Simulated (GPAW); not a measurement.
# NbP (I4_1md) in GPAW: equation of state

Aim: energy against volume of NbP in PBEsol, for its equilibrium volume and stiffness.

Program: GPAW 26.7.0. These are calculated values, not measurements. Logs are shortened: lines on timing, memory, paths and dates and some standing lists are left out, and cuts for length are marked. The log counts tension as positive stress, the text compression.

## (1) The crystal as given

Symmetry: I4_1md, No. 109, tetragonal system. The conventional cell has a = 3.350 Å, b = 3.350 Å, c = 11.480 Å, α = 90.00°, β = 90.00°, γ = 90.00°. Nb (site symmetry 2mm) has 6 P at 2.55 Å as nearest neighbours. P (site symmetry 2mm) has 6 Nb at 2.55 Å as nearest neighbours.

The cell is a database's computed one.

## (2) Equation of state, PBEsol

The input, run.py:

```python
from ase import Atoms
from ase.eos import EquationOfState
from ase.io import Trajectory
from ase.units import GPa
from ase.parallel import parprint
from gpaw import GPAW, PW, setup_paths

setup_paths.insert(0, '.')

atoms = Atoms(['Nb', 'Nb', 'P', 'P'],
              cell=[[-1.6749232544, 1.6749232544, 5.7401081759],
                    [1.6749232544, -1.6749232544, 5.7401081759],
                    [1.6749232544, 1.6749232544, -5.7401081759]],
              scaled_positions=[[0.2498808, 0.7498808, 0.5],
                                [0.4998808, 0.4998808, 0.0],
                                [0.83274777, 0.33274777, 0.5],
                                [0.08274777, 0.08274777, 0.0]],
              pbc=True)

traj = Trajectory('eos.traj', 'w')
volumes, energies = [], []
for x in [0.94, 0.96, 0.98, 1.0, 1.02, 1.04, 1.06]:
    a = atoms.copy()
    a.set_cell(atoms.cell * x**(1 / 3), scale_atoms=True)
    calc = GPAW(mode=PW(600),
                xc='PBEsol',
                kpts={'size': (11, 11, 11), 'gamma': True},
                occupations={'name': 'fermi-dirac', 'width': 0.05},
                nbands=34,
                convergence={'density': 1e-05, 'energy': 1e-05},
                maxiter=150,
                txt=f'eos-{x:.2f}.txt')
    a.calc = calc
    energies.append(a.get_potential_energy(force_consistent=True))
    volumes.append(a.get_volume())
    p = -a.get_stress()[:3].mean() / GPa
    calc.write(f'eos-{x:.2f}.gpw')
    traj.write(a)
    parprint(f'{x:.2f} {volumes[-1]:10.4f} A^3 {energies[-1]:14.6f} eV {p:9.3f} GPa', flush=True)

v0, e0, B = EquationOfState(volumes, energies, eos='birchmurnaghan').fit()
parprint(f'V0 = {v0:.4f} A^3, E0 = {e0:.6f} eV, B0 = {B / GPa:.2f} GPa')
```

Potentials or basis: PAW data sets generated in the run's folder for this functional, pw.

Run with:

```bash
gpaw-setup -f PBEsol Nb P
OMP_NUM_THREADS=1 mpirun -n 4 gpaw python run.py
```

The log of the run:

```text
__  _  _
 | _ |_)|_||  |
 |__||  | ||/\| - 26.7.0

Input parameters:
  mode=PW(ecut=600.0),
  convergence={'density': 1e-05, 'energy': 1e-05},
  kpts=MonkhorstPack(size=(11, 11, 11), gamma=True),
  maxiter=150,
  nbands=34,
  occupations=Occupations(name='fermi-dirac', width=0.05),
  xc=XC(name='PBEsol')

Diagonalizing LCAO Hamiltonian
Converting LCAO to pw mode

       Nb

        P

           Nb

       P

Atoms  # Å, Bohr magnetons
|   | symbol |         x |         y |        z |    initial magnetic moments |
|---|--------|-----------|-----------|----------|-----------------------------|
| 0 |     Nb |  1.640732 | -0.000000 | 2.810125 | ( 0.0000,  0.0000,  0.0000) |
| 1 |     Nb | -0.000000 |  0.000000 | 5.621590 | ( 0.0000,  0.0000,  0.0000) |
| 2 |      P |  0.000000 |  1.640732 | 3.742035 | ( 0.0000,  0.0000,  0.0000) |
| 3 |      P | -0.000000 |  0.000000 | 0.930570 | ( 0.0000,  0.0000,  0.0000) |

Unit cell  # Å
| periodic |         x |         y |         z |  lengths |     angles |
|----------|-----------|-----------|-----------|----------|------------|
|      yes | -1.640732 |  1.640732 |  5.622930 | 6.082873 | 148.703633 |
|      yes |  1.640732 | -1.640732 |  5.622930 | 6.082873 | 148.703633 |
|      yes |  1.640732 |  1.640732 | -5.622930 | 6.082873 |  44.847726 |

Number of symmetries: 4
Symmetry operations  # r_c * U_cc + t_c -> r_c
|   | kind |            matrix            |
|---|------|------------------------------|
| 0 |  σ   |  1, 1, 1,  0, 0,-1,  0,-1, 0 |
| 1 |  E   |  1, 0, 0,  0, 1, 0,  0, 0, 1 |
| 2 |  C2  |  0, 1, 0,  1, 0, 0, -1,-1,-1 |
| 3 |  σ   |  0, 0,-1,  1, 1, 1, -1, 0, 0 |

BZ-sampling:
  Number of BZ points: 1331
  Number of IBZ points: 216

  Monkhorst-Pack size: [11, 11, 11]
  Monkhorst-Pack shift: [0, 0, 0]

K-points  # in reciprocal-cell coordinates
|     |                                coordinates |     weight |
|-----|--------------------------------------------|------------|
|   0 | (  0.00000000,   0.00000000,   0.00000000) | 0.00075131 |
|   1 | (  0.09090909,  -0.09090909,  -0.09090909) | 0.00150263 |
|   2 | (  0.09090909,  -0.09090909,   0.00000000) | 0.00300526 |
|   3 | (  0.09090909,  -0.09090909,   0.09090909) | 0.00150263 |
|   4 | (  0.09090909,   0.00000000,  -0.09090909) | 0.00300526 |
|   5 | (  0.09090909,   0.00000000,   0.00000000) | 0.00300526 |
|   6 | (  0.09090909,   0.09090909,  -0.09090909) | 0.00150263 |
|   7 | (  0.18181818,  -0.18181818,  -0.18181818) | 0.00150263 |
|   8 | (  0.18181818,  -0.18181818,  -0.09090909) | 0.00300526 |
|   9 | (  0.18181818,  -0.18181818,   0.00000000) | 0.00300526 |
| ... |                                            |            |
| 215 | (  0.45454545,   0.45454545,   0.45454545) | 0.00601052 |

Plane wave coefficients: 2058
Cutoff: 600.0 eV

Spin-components: 1 (collinear spins)
Bands:           34
Projectors:      22
Spin-degeneracy: 2
Datatype:        complex128

Parallelization:
  kpt:    4
  domain: 1
  band:   1

Density:
  Valence electrons: 36.0
  Components: 1
  Grid points: [35 35 35]
  Charge: 0.0  # |e|

Potential:
  Grid points: [35 35 35]

species:
  Nb:
    name:    Niobium
    Z:       41.0
    valence: 13
    core:    28
    charge:  0.0  # [|e|]
    compensation charges:
      type: gauss
      rc: 0.40  # [Å]
      lmax: 2
    cutoffs:
      filter: 2.35  # [Å]
      core: 1.51  # [Å]
    projectors
    | kind |    occ | energy [eV] | rcut [Å] |
    |------|--------|-------------|----------|
    |   4s |  2.000 |     -58.318 |    1.323 |
    |   5s |  1.000 |      -4.011 |    1.323 |
    |   4p |  6.000 |     -34.497 |    1.323 |
    |   5p |  0.000 |      -1.086 |    1.323 |
    |   4d |  4.000 |      -3.056 |    1.244 |
    |    d |        |      24.155 |    1.244 |

    Using partial waves for Nb as LCAO basis

  P:
    name:    Phosphorus
    Z:       15.0
    valence: 5
    core:    10
    charge:  0.0  # [|e|]
    compensation charges:
      type: gauss
      rc: 0.30  # [Å]
      lmax: 2
    cutoffs:
      filter: 1.69  # [Å]
      core: 1.81  # [Å]
    projectors
    | kind |    occ | energy [eV] | rcut [Å] |
    |------|--------|-------------|----------|
    |   3s |  2.000 |     -13.916 |    0.953 |
    |   3p |  3.000 |      -5.479 |    0.953 |
    |    s |        |      13.296 |    0.953 |
    |    p |        |      21.732 |    0.953 |
    |    d |        |       0.000 |    0.953 |

    Using partial waves for P as LCAO basis

Reference energy: -226271.007482  # eV

eigensolver:
  PPCG
  Converge bands: occupied
  niter=2

density mixing:
  MSR1-Mixer
  Pratt-step length: 0.05
  Maximum mixing coefficient: 0.75
  Old densities: 10
  SVD Regularization: 0.005
  Good broyden scale: 1.0
  Trust region scale: 1.0
  Backstep threshold: 4.0
  History deletion threshold: 6.0
  Fourier metric: weight=20.0, sigma=0.015

occupation numbers:
  Fermi-Dirac:
    width: 0.0500  # eV

poisson solver:
  ecut: 4800.0  # eV

xc functional:
  name: PBEsol with 2 nearest neighbor stencil

convergence criteria:
- Maximum integral of absolute [dens]ity change: 1e-05 electrons / valence electron
- Maximum [total energy] change in last 3 cyles: 1e-05 eV / valence electron
- Maximum integral of absolute [eigenst]ate change: 4e-08 eV^2 / valence electron
maximum number of iterations: 150

SCF iterations
|iter     | |      energy | eigst |  dens |
|---------|-|-------------|-------|-------|
|iter:   1| |  -40.417119 | +0.33 |       |
|iter:   2| |  -39.829486 | -1.94 | -0.96 |
|iter:   3| |  -38.084082 | -0.94 | -1.02 |
|iter:   4| |  -38.054244 | -2.77 | -1.64 |
|iter:   5| |  -38.052234 | -3.29 | -1.95 |
|iter:   6| |  -38.052303 | -4.53 | -2.77 |
|iter:   7| |  -38.052054c| -5.57 | -2.99 |
|iter:   8| |  -38.052040c| -6.08 | -3.50 |
|iter:   9| |  -38.052041c| -7.47c| -4.14 |
|iter:  10| |  -38.052041c| -7.47c| -4.54 |
|iter:  11| |  -38.052041c| -7.80c| -5.06c|

Converged in 11 steps
Energy contributions relative to reference atoms: (reference = -226271.007482)

Energy contributions:
  Kinetic:          24.839783
  Coulomb:         -30.744307
  Zero:             -0.243261
  External:          0.000000
  Xc:              -31.901591
  Entropy:          -0.005328
  Spinorbit:         0.000000
  ----------------------------
  Free energy:     -38.054705
  Extrapolated:    -38.052041

dipole moment: (-9.689289, -11.187907, 19.324995)  # |e|*Ang

Fermi level: 11.391
Eigenvalues  # (at kpt = [0.000, 0.000, 0.000])
| band index |      eig [eV] | occ [0-2] |
|------------|---------------|-----------|
|          0 |       -43.292 |     2.000 |
|        ... |               |           |
|         10 |         4.955 |     2.000 |
|         11 |         8.157 |     2.000 |
|         12 |         9.067 |     2.000 |
|         13 |         9.102 |     2.000 |
|         14 |         9.102 |     2.000 |
|         15 |         9.520 |     2.000 |
|         16 |        10.028 |     2.000 |
|         17 |        10.028 |     2.000 |
|         18 |        12.291 |     0.000 |
|         19 |        13.150 |     0.000 |
|         20 |        14.238 |     0.000 |
|         21 |        14.812 |     0.000 |
|         22 |        14.812 |     0.000 |
|         23 |        14.964 |     0.000 |
|         24 |        15.769 |     0.000 |
|         25 |        15.769 |     0.000 |
|        ... |               |           |
|         33 |        24.762 |     0.000 |

No gap
No difference between direct/indirect transitions

Stress tensor  # eV/Ang^3
|         x |         y |         z |
|-----------|-----------|-----------|
| -0.040939 | -0.000000 |  0.000000 |
| -0.000000 | -0.040939 | -0.000000 |
|  0.000000 | -0.000000 | -0.027052 |

# Writing to eos-0.94.gpw (mode='')
```

Wall time 22 min (4 MPI ranks of Arm Neoverse V1, shared host); peak memory 0.54 GiB.

Results:

```yaml
Equilibrium_volume: 15.55 Å³/atom
Bulk_modulus_at_fixed_shape_and_positions: 206 GPa
Pressure_derivative_of_the_bulk_modulus: 4.3
```

Energy against volume, from the lowest point:
| volume (Å³/atom) | energy (meV/atom) |
| --- | --- |
| 15.137 | 7.06 |
| 15.459 | 0.00 |
| 15.781 | 1.77 |
| 16.103 | 11.47 |
| 16.425 | 28.26 |
| 16.747 | 51.41 |
| 17.069 | 80.25 |

Caveat: the cell was scaled at fixed shape and fractional positions, which overstates the stiffness of a crystal with free parameters, most of all of layers and chains; the program warned that so skewed a cell can give wrong results.
